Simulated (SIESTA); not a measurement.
The system is CdS (Hawleyite).

```xyz
2
Lattice="0.0000 2.9165 2.9165 2.9165 0.0000 2.9165 2.9165 2.9165 0.0000" Properties=species:S:1:pos:R:3 pbc="T T T"
Cd    0.0000    0.0000    0.0000
S     4.3748    4.3748    4.3748
```

Base run:

| Quantity | Value |
| --- | --- |
| Program | SIESTA 5.4.2 |
| Functional | PBE |
| Potentials or basis | PseudoDojo 0.4 standard (PBE files) |
| Basis | DZP (energy shift 0.003 Ry; two zetas on semicore shells) |
| Grid cutoff | 800 Ry |
| Energy shift | 0.003 Ry |
| k mesh | 8 × 8 × 8 |
| Occupations | fermi-dirac, width 0.05 eV |
| Spin | no spin polarisation |

Its results: band gap on the k mesh 1.36 eV, direct; pressure 3.2 GPa.

**Question.** The run is repeated on the same cell with these changes: functional from PBE to PBEsol; potentials or basis from PseudoDojo 0.4 standard (PBE files) to PseudoDojo 0.4 standard (PBEsol files). What comes out?

**Answer.** Band gap on the k mesh 1.24 eV, direct; pressure 0.0 GPa.

Caveats: the basis of atomic orbitals isn't converged, which shifts pressures, moduli and gaps.

A k mesh can miss the band edges.

Not every run made on this cell is shown here.
